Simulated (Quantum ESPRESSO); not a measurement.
A calculation with Quantum ESPRESSO 7.5 of NiO2 (ASE script, structure from a P1 CIF):

The input run.py:

```python
import numpy as np
from ase.calculators.espresso import Espresso, EspressoProfile
from ase.io import read

atoms = read('NiO2.cif')
atoms.set_initial_magnetic_moments([1.0, 0.0, 0.0])

input_data = {
    'control': {'calculation': 'scf', 'prefix': 'pwscf', 'outdir': './tmp', 'tprnfor': True, 'tstress': True, 'disk_io': 'nowf'},
    'system': {'ecutwfc': 45.0, 'ecutrho': 360.0, 'nbnd': 25, 'occupations': 'smearing', 'smearing': 'fd', 'degauss': 0.00367493, 'nspin': 2},
    'electrons': {'conv_thr': 6e-10, 'electron_maxstep': 120, 'mixing_beta': 0.3},
}
pseudopotentials = {'O': 'o_pbesol_v1.2.uspp.F.UPF', 'Ni': 'ni_pbesol_v1.4.uspp.F.UPF'}
profile = EspressoProfile(command='mpirun -n 2 pw.x -nk 2', pseudo_dir='pseudo')
dft = Espresso(profile=profile, input_data=input_data, pseudopotentials=pseudopotentials, kpts=(11, 11, 6), koffset=(0, 0, 0))
atoms.calc = dft

print(f'energy {atoms.get_potential_energy():.8f} eV')
print('forces (eV/A)')
print(np.round(atoms.get_forces(), 6))
print('stress (eV/A^3, Voigt)')
print(np.round(atoms.get_stress(), 8))
print(f'Fermi level {dft.get_fermi_level():.4f} eV')
```

NiO2.cif

```cif
data_NiO2
_cell_length_a 2.79878187
_cell_length_b 2.79878187
_cell_length_c 4.61827300
_cell_angle_alpha 90.00000000
_cell_angle_beta 90.00000000
_cell_angle_gamma 120.00000000
_space_group_name_H-M_alt 'P1'
_space_group_name_Hall 'P 1'
_space_group_IT_number 1
loop_
_space_group_symop_operation_xyz
'x,y,z'
loop_
_atom_site_label
_atom_site_type_symbol
_atom_site_symmetry_multiplicity
_atom_site_Wyckoff_symbol
_atom_site_fract_x
_atom_site_fract_y
_atom_site_fract_z
_atom_site_occupancy
Ni1 Ni 1 a 0.0000000000 0.0000000000 0.5000000000 1
O1 O 1 a 0.3333333333 0.6666666667 0.2939610000 1
O2 O 1 a 0.6666666667 0.3333333333 0.7060390000 1
```

Potentials or basis: GBRV 1.5 PBEsol.

Launch:

```console
$ OMP_NUM_THREADS=1 python run.py
```

The cell comes from a database or a generator and needn't be the stable form of this composition.

**Question.** Write the same calculation in another form: native input, structure typed inline.

**Answer.** As run:

Contents of pw.in:

```
&CONTROL
  calculation = 'scf'
  prefix = 'pwscf'
  outdir = './tmp'
  pseudo_dir = './pseudo'
  tprnfor = .true.
  tstress = .true.
  disk_io = 'low'
/
&SYSTEM
  ibrav = 0
  celldm(1) = 8
  nat = 3
  ntyp = 2
  ecutwfc = 45
  ecutrho = 360
  nbnd = 25
  occupations = 'smearing'
  smearing = 'fd'
  degauss = 0.00367493
  nspin = 2
  starting_magnetization(1) = 0.0556
  starting_magnetization(2) = 0
/
&ELECTRONS
  conv_thr = 6d-10
  electron_maxstep = 120
  mixing_beta = 0.3
/
ATOMIC_SPECIES
Ni    58.6934 ni_pbesol_v1.4.uspp.F.UPF
O     15.9990 o_pbesol_v1.2.uspp.F.UPF
CELL_PARAMETERS alat
  0.6611164009274   0.0000000000000   0.0000000000000
 -0.3305582004637   0.5725435980756   0.0000000000000
  0.0000000000000   0.0000000000000   1.0909088923442
ATOMIC_POSITIONS crystal
Ni     0.0000000000    0.0000000000    0.5000000000
O      0.3333333333    0.6666666667    0.2939610000
O      0.6666666667    0.3333333333    0.7060390000
K_POINTS automatic
11 11 6 0 0 0
```

File pp_density.in:

```
&INPUTPP
  prefix = 'pwscf'
  outdir = './tmp'
  filplot = 'density.dat'
  plot_num = 0
/
&PLOT
  nfile = 1
  filepp(1) = 'density.dat'
  iflag = 3
  output_format = 6
  fileout = 'density.cube'
/
```

Contents of pp_potential.in:

```
&INPUTPP
  prefix = 'pwscf'
  outdir = './tmp'
  filplot = 'potential.dat'
  plot_num = 11
/
&PLOT
  nfile = 1
  filepp(1) = 'potential.dat'
  iflag = 3
  output_format = 6
  fileout = 'potential.cube'
/
```

Contents of pp_spin.in:

```
&INPUTPP
  prefix = 'pwscf'
  outdir = './tmp'
  filplot = 'spin.dat'
  plot_num = 6
/
&PLOT
  nfile = 1
  filepp(1) = 'spin.dat'
  iflag = 3
  output_format = 6
  fileout = 'spin.cube'
/
```

Potentials or basis: GBRV 1.5 PBEsol.

Launch:

```console
$ OMP_NUM_THREADS=1 mpirun -n 2 pw.x -nk 2 -in pw.in > pw.out
$ OMP_NUM_THREADS=1 mpirun -n 1 pp.x -in pp_density.in > pp_density.out
$ OMP_NUM_THREADS=1 mpirun -n 1 pp.x -in pp_potential.in > pp_potential.out
$ OMP_NUM_THREADS=1 mpirun -n 1 pp.x -in pp_spin.in > pp_spin.out
```

Both were run:

|  | ASE script, structure from a P1 CIF | native input, structure typed inline |
| --- | --- | --- |
| Pressure | -4.1 GPa | -4.1 GPa |
| Largest force | 0.414 eV/Å | 0.414 eV/Å |
| Band gap on the k mesh | 0.92 eV, indirect (least direct gap 1.18 eV) | 0.92 eV, indirect (least direct gap 1.18 eV) |
| Net moment | 0.00 μB per cell | 0.00 μB per cell |
| Absolute moment | 0.00 μB per cell | 0.00 μB per cell |
| Valence electrons inside the program's atomic spheres | Ni 15.07; O 5.08 | Ni 15.07; O 5.08 |

Keys that steer only the numerical path or the files written may differ.

Caveat: an odd mesh through Γ misses points on the zone boundary, where band edges often lie.
